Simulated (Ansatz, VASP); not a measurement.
**Te: VASP beside Ansatz**

```
Te
1.0
     3.29927    0.00000    0.00000
    -1.64964    2.85725    0.00000
     0.00000    0.00000    3.08275
Te
1
Direct
  0.00000 0.00000 0.00000
```

Alike in both runs: functional PBEsol; k mesh 6 × 6 × 6; occupations gaussian, width 0.1 eV; no spin polarisation.

Ansatz relaxed the structure, and its values are those at the end. VASP's run is a single point on that final structure, the one shown.

```csv
,VASP,Ansatz
version,VASP 6.6.1,Ansatz 0.2.0
potentials or method,"VASP PAW PBE potentials, release 64 (Te)","scalar-relativistic, plane waves, PAW"
plane-wave cutoff (eV),520,420
valence electrons in the cell,6,16
```

|  | VASP | Ansatz | Ansatz less VASP |
| --- | --- | --- | --- |
| gap on the k mesh at the Fermi level (eV) | none | none | - |
| pressure (GPa) | 0.3 | 0.3 | -0.03 |

A gap of «none» marks a metal or a gap that the smearing closes. The two sets of potentials don't hold the same shells in valence.

Caveats: the k mesh is coarse (spacing up to 0.37 Å⁻¹), so the values aren't converged; the PAW data sets were made with another functional, which shifts forces and pressure a little (VASP). Spin-orbit coupling is left out, which matters for the levels of Te.
